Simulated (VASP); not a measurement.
H2Pt, 3 atoms in the cell. It takes space group P6/mmm (No. 191, hexagonal). Conventional cell: a = 2.850 Å, b = 2.850 Å, c = 5.483 Å, α = 90.00°, β = 90.00°, γ = 120.00°. H (site symmetry 6mm) has 1 H at 1.30 Å as nearest neighbours. Around Pt (site symmetry 6/mmm) lie 2 H at 2.09 Å. The cell was built by a generator and needn't be a form met in nature. The cell isn't the ideal one: random cell by space group and Wyckoff sites (P6/mmm, No. 191).

| Quantity | Value |
| --- | --- |
| Program | VASP 6.6.1 |
| Task | relaxation of cell and atoms |
| Functional | PBE |
| Potentials or basis | VASP PAW PBE potentials, release 64 (H, Pt) |
| Cutoff | 600 eV |
| k mesh | 9 × 9 × 4 |
| Occupations | gaussian, width 0.1 eV |
| Spin | no spin polarisation |
| Dipole correction | no |
| Further INCAR settings | ALGO = Normal; EDIFF = 1e-06; IBRION = 2; EDIFFG = -0.04; NSW = 90; ISIF = 3 |

Potentials or basis: VASP PAW PBE potentials, release 64 (H, Pt).

The run is started by

```sh
$ cat potpaw_PBE.64/H/POTCAR potpaw_PBE.64/Pt/POTCAR > POTCAR
$ mpirun -np 1 vasp_std > vasp.out
```

Hardware: 1 thread of Intel(R) Xeon(R) Platinum 8259CL CPU @ 2.50GHz (Skylake/Cascade Lake) (shared host).

Q: Estimate the wall time of this run.

A: Run time: 57 s on 1 thread of Intel(R) Xeon(R) Platinum 8259CL CPU @ 2.50GHz (Skylake/Cascade Lake), with other jobs on the host, peak memory 0.19 GiB. Counts: scf iterations 54, k points 36, ion steps 7.
